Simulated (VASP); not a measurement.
# Cl (Cmce) in VASP: notebook, part 2 of 2

VASP 6.6.1. Earlier steps stand in the parts before.

### Step 4. Relaxation of cell and atoms, LDA, target pressure 42 GPa, at which the enthalpy is minimised

This run uses another cell than the first one, of 13.55 Å³/atom, 0.947 times its volume.

Contents of INCAR:

```
PREC = Accurate ; ENCUT = 600
EDIFF = 1E-7 ; ISMEAR = 0
SIGMA = 0.03 ; LREAL = F
LASPH = T ; NELM = 80
ALGO = Normal ; ISIF = 3
LWAVE = F ; LCHARG = F
GGA = CA ; IBRION = 2
NSW = 90 ; EDIFFG = -0.005
PSTRESS = 420.0
```

Contents of KPOINTS:

```
Automatic mesh
0
Gamma
  8 8 4
```

Contents of POSCAR:

```
Cl                                      
1.0
    2.4108769135     -1.5861990142      0.0000000000
    2.4108769135      1.5861990142     -0.0000000000
    0.0000000000     -0.0000000000      7.0889714048
  Cl            
     4
Direct
     0.8285843647097887    0.1714156352902113    0.1193919893807283
     0.6714156352902113    0.3285843647097886    0.6193919893807284
     0.1714156352902114    0.8285843647097887    0.8806080106192716
     0.3285843647097887    0.6714156352902113    0.3806080106192717
```

Potentials or basis: VASP PAW LDA potentials, release 64 (Cl).

Launch:

```
> cat potpaw_LDA.64/Cl/POTCAR > POTCAR
> mpirun -np 1 vasp_std > vasp.out
```

OUTCAR:

```text
PREC = Accurate
   ENCUT = 600
   EDIFF = 1E-7
   ISMEAR = 0
   LREAL = F
   LASPH = T
   NELM = 80
   ISIF = 3
   GGA = CA
   IBRION = 2
   NSW = 90
   EDIFFG = -0.005
   PSTRESS = 420.0

 ion  position               nearest neighbor table
   1  0.829  0.171  0.119-   3 2.01   4 2.44   4 2.44
   2  0.671  0.329  0.619-   4 2.01   3 2.44   3 2.44
   3  0.171  0.829  0.881-   1 2.01   2 2.44   2 2.44
   4  0.329  0.671  0.381-   2 2.01   1 2.44   1 2.44

  LATTYP: Found a base centered orthorhombic cell.
 ALAT       =     3.1723980284
 B/A-ratio  =     1.5199082158
 C/A-ratio  =     2.2345781776

  Lattice vectors:

 A1 = (  -2.4108769135,  -1.5861990142,   0.0000000000)
 A2 = (   2.4108769135,  -1.5861990142,   0.0000000000)
 A3 = (   0.0000000000,   0.0000000000,   7.0889714048)

Analysis of symmetry for initial positions (statically):
=====================================================================
 Subroutine PRICEL returns:
 Original cell was already a primitive cell.

 Routine SETGRP: Setting up the symmetry group for a
 base centered orthorhombic supercell.

 Subroutine GETGRP returns: Found  8 space group operations
 (whereof  4 operations were pure point group operations)
 out of a pool of  8 trial point group operations.

The static configuration has the point symmetry C_2h.
 The point group associated with its full space group is D_2h.

Analysis of symmetry for dynamics (positions and initial velocities):
=====================================================================
 Subroutine PRICEL returns:
 Original cell was already a primitive cell.

 Routine SETGRP: Setting up the symmetry group for a
 base centered orthorhombic supercell.

 Subroutine GETGRP returns: Found  8 space group operations
 (whereof  4 operations were pure point group operations)
 out of a pool of  8 trial point group operations.

The dynamic configuration has the point symmetry C_2h.
 The point group associated with its full space group is D_2h.

 Subroutine INISYM returns: Found  8 space group operations
 (whereof  4 operations are pure point group operations),
 and found     1 'primitive' translations

----------------------------------------------------------------------------------------

                                     Primitive cell

  volume of cell :      54.2183

  direct lattice vectors                    reciprocal lattice vectors
     2.410876914 -1.586199014  0.000000000     0.207393417 -0.315218958  0.000000000
     2.410876914  1.586199014  0.000000000     0.207393417  0.315218958  0.000000000
     0.000000000  0.000000000  7.088971405     0.000000000  0.000000000  0.141064189

  length of vectors
     2.885888911  2.885888911  7.088971405     0.377326146  0.377326146  0.141064189

  position of ions in fractional coordinates (direct lattice)
     0.828584365  0.171415635  0.119391989
     0.671415635  0.328584365  0.619391989
     0.171415635  0.828584365  0.880608011
[... 121 lines left out ...]
 number of electron      27.9999999 magnetization

 Free energy of the ion-electron system (eV)
  ---------------------------------------------------
  ext. energy  EPLUGINS =         0.00000000
  ---------------------------------------------------
  free energy    TOTEN  =        -6.45398393 eV

  energy without entropy =       -6.45398393  energy(sigma->0) =       -6.45398393

------------------------ aborting loop because EDIFF is reached ----------------------------------------

  FORCE on cell =-STRESS in cart. coord.  units (eV):
  Direction    XX          YY          ZZ          XY          YZ          ZX
  --------------------------------------------------------------------------------------
  -------------------------------------------------------------------------------------
  Total       14.1993772     14.2107782     14.2009301      0.0000000     -0.0000000      0.0000000
  in kB      419.5985163    419.9354212    419.6444054      0.0000000     -0.0000000      0.0000000
  external PRESSURE =      -0.2738857 kB  Pullay stress =     420.0000000 kB

 VOLUME and BASIS-vectors are now :
 -----------------------------------------------------------------------------
  energy-cutoff  :      600.00
  volume of cell :       54.22
      direct lattice vectors                 reciprocal lattice vectors
     2.410876914 -1.586199014  0.000000000     0.207393417 -0.315218958  0.000000000
     2.410876914  1.586199014  0.000000000     0.207393417  0.315218958  0.000000000
     0.000000000  0.000000000  7.088971405     0.000000000  0.000000000  0.141064189

 POSITION                                       TOTAL-FORCE (eV/Angst)
 -----------------------------------------------------------------------------------
      2.41088     -1.04240      0.84637         0.000000      0.006741     -0.001442
      2.41088     -0.54380      4.39085         0.000000     -0.006741     -0.001442
      2.41088      1.04240      6.24261         0.000000     -0.006741      0.001442
      2.41088      0.54380      2.69812         0.000000      0.006741      0.001442
 -----------------------------------------------------------------------------------
    total drift:                               -0.000000      0.000000      0.000000

  FREE ENERGIE OF THE ION-ELECTRON SYSTEM (eV)
  ---------------------------------------------------
  free  energy   TOTEN  =        -6.4539839288 eV

  energy  without entropy=       -6.4539839288  energy(sigma->0) =       -6.45398393

  enthalpy is  TOTEN    =         7.7589796126 eV   P V=       14.2129635414

--------------------------------------- Ionic step        2  -------------------------------------------

 number of electron      27.9999999 magnetization

 Free energy of the ion-electron system (eV)
  ---------------------------------------------------
  ext. energy  EPLUGINS =         0.00000000
  ---------------------------------------------------
  free energy    TOTEN  =        -6.44922590 eV

  energy without entropy =       -6.44922590  energy(sigma->0) =       -6.44922590

 E-fermi :   8.5307     XC(G=0): -12.0504

 val. band max:        8.3772354994   @ k =   0.0000   0.0000   0.0000
 cond. band min:       9.5779454553   @ k =   0.5000   0.5000   0.2500
 fundamental gap:      1.2007099559
 Fermi energy:         8.5307178968

 k-point     1 :       0.0000    0.0000    0.0000
  band No.  band energies     occupation
      1     -12.1294      2.00000
      2     -10.4111      2.00000
      3      -8.7446      2.00000
      4      -4.1467      2.00000
      5      -0.6770      2.00000
      6       3.8030      2.00000
[... 481 lines left out ...]
      5      -0.1673      2.00000
      6       1.3469      2.00000
[... 10 lines left out ...]
     17      16.1765      0.00000
     18      16.4343      0.00000

 [... further k-points ...]

------------------------ aborting loop because EDIFF is reached ----------------------------------------

  FORCE on cell =-STRESS in cart. coord.  units (eV):
  Direction    XX          YY          ZZ          XY          YZ          ZX
  --------------------------------------------------------------------------------------
  -------------------------------------------------------------------------------------
  Total       14.2168905     14.2241631     14.2140974      0.0000000      0.0000000      0.0000000
  in kB      420.2569621    420.4719444    420.1743982      0.0000000      0.0000000      0.0000000
  external PRESSURE =       0.3011016 kB  Pullay stress =     420.0000000 kB

 VOLUME and BASIS-vectors are now :
 -----------------------------------------------------------------------------
  energy-cutoff  :      600.00
  volume of cell :       54.20
      direct lattice vectors                 reciprocal lattice vectors
     2.410481866 -1.586157207  0.000000000     0.207427406 -0.315227266 -0.000000000
     2.410481866  1.586157207  0.000000000     0.207427406  0.315227266  0.000000000
     0.000000000 -0.000000000  7.087942572     0.000000000  0.000000000  0.141084665

 POSITION                                       TOTAL-FORCE (eV/Angst)
 -----------------------------------------------------------------------------------
      2.41048     -1.04205      0.84617         0.000000      0.004514      0.001386
      2.41048     -0.54411      4.39015         0.000000     -0.004514      0.001386
      2.41048      1.04205      6.24177         0.000000     -0.004514     -0.001386
      2.41048      0.54411      2.69780         0.000000      0.004514     -0.001386
 -----------------------------------------------------------------------------------
    total drift:                                0.000000     -0.000000     -0.000000

  FREE ENERGIE OF THE ION-ELECTRON SYSTEM (eV)
  ---------------------------------------------------
  free  energy   TOTEN  =        -6.4492258957 eV

  energy  without entropy=       -6.4492258957  energy(sigma->0) =       -6.44922590

  enthalpy is  TOTEN    =         7.7589717947 eV   P V=       14.2081976905

 reached required accuracy - stopping structural energy minimisation
```

OSZICAR:

```text
N       E                     dE             d eps       ncg     rms          rms(c)
DAV:   1     0.185468387540E+03    0.18547E+03   -0.15718E+04  2268   0.163E+03
DAV:   2     0.190358534242E+01   -0.18356E+03   -0.17972E+03  3208   0.264E+02
DAV:   3    -0.666762704334E+01   -0.85712E+01   -0.85329E+01  2742   0.658E+01
DAV:   4    -0.676626174854E+01   -0.98635E-01   -0.98538E-01  2912   0.788E+00
[... 11 lines left out ...]
DAV:   1    -0.644923698984E+01    0.47469E-02   -0.11449E-03  2414   0.218E-01    0.254E-02
DAV:   2    -0.644922897332E+01    0.80165E-05   -0.53076E-05  2480   0.532E-02    0.106E-02
DAV:   3    -0.644922613117E+01    0.28421E-05   -0.53306E-06  2812   0.146E-02    0.940E-03
DAV:   4    -0.644922597845E+01    0.15272E-06   -0.20664E-07  1724   0.320E-03    0.745E-03
DAV:   5    -0.644922589573E+01    0.82727E-07   -0.16548E-07  1290   0.276E-03
   2 F= 0.77589718E+01 E0= 0.77589718E+01  d E =-.781786E-05
```

CONTCAR:

```text
Cl
   1.00000000000000
     2.4104818658648579   -1.5861572066953120    0.0000000000000000
     2.4104818658648579    1.5861572066953120    0.0000000000000000
     0.0000000000000000   -0.0000000000000000    7.0879425716088011
  Cl
     4
Direct
     0.8284818498578836    0.1715181501421164    0.1193821768784653
     0.6715181501421164    0.3284818498578836    0.6193821768784653
     0.1715181501421164    0.8284818498578836    0.8806178231215347
     0.3284818498578836    0.6715181501421164    0.3806178231215347

  0.00000000E+00  0.00000000E+00  0.00000000E+00
  0.00000000E+00  0.00000000E+00  0.00000000E+00
  0.00000000E+00  0.00000000E+00  0.00000000E+00
  0.00000000E+00  0.00000000E+00  0.00000000E+00
```

Run time: 67 s. Hardware: 1 thread of AMD EPYC 7R13 (Zen 3), shared host; peak memory 0.15 GiB.

What came out:

```yaml
Free_energy: -6.4492 eV
Relaxed_volume: 13.55 Å³/atom
Relaxed_cell: a = 2.886 Å, b = 2.886 Å, c = 7.088 Å, α = 90.00°, β = 90.00°, γ = 66.69°
Space_group_after_relaxing_to_0.05_Å: Cmce (No. 64)
Energy_change_on_relaxing_the_enthalpy_is_what_falls: +1.2 meV/atom
Ionic_steps: 2
Pressure_after_relaxing: 42.0 GPa
Largest_force_after_relaxing: 0.005 eV/Å
Band_gap_on_the_k_mesh: 1.20 eV, indirect (least direct gap 1.68 eV)
```

Forces on the atoms (eV/Å):
```
Cl   0.000  0.005  0.001
Cl   0.000 -0.005  0.001
Cl   0.000 -0.005 -0.001
Cl   0.000  0.005 -0.001
```

Step by step:
```csv
step,energy change (eV),largest force (eV/Å),pressure (GPa),volume (Å³)
1,0.0000,0.0069,41.97,54.22
2,0.0048,0.0047,42.03,54.20
```

Final structure:
```cif
data_structure
_symmetry_space_group_name_H-M 'P 1'
_symmetry_Int_Tables_number 1
_cell_length_a 2.8855
_cell_length_b 2.8855
_cell_length_c 7.0879
_cell_angle_alpha 90.000
_cell_angle_beta 90.000
_cell_angle_gamma 66.692
_cell_volume 54.20
loop_
_atom_site_label
_atom_site_type_symbol
_atom_site_fract_x
_atom_site_fract_y
_atom_site_fract_z
_atom_site_occupancy
Cl1 Cl 0.82848 0.17152 0.11938 1
Cl2 Cl 0.67152 0.32848 0.61938 1
Cl3 Cl 0.17152 0.82848 0.88062 1
Cl4 Cl 0.32848 0.67152 0.38062 1
```

Caveat: the cell is relaxed towards a set pressure, so the enthalpy falls and the energy may rise.
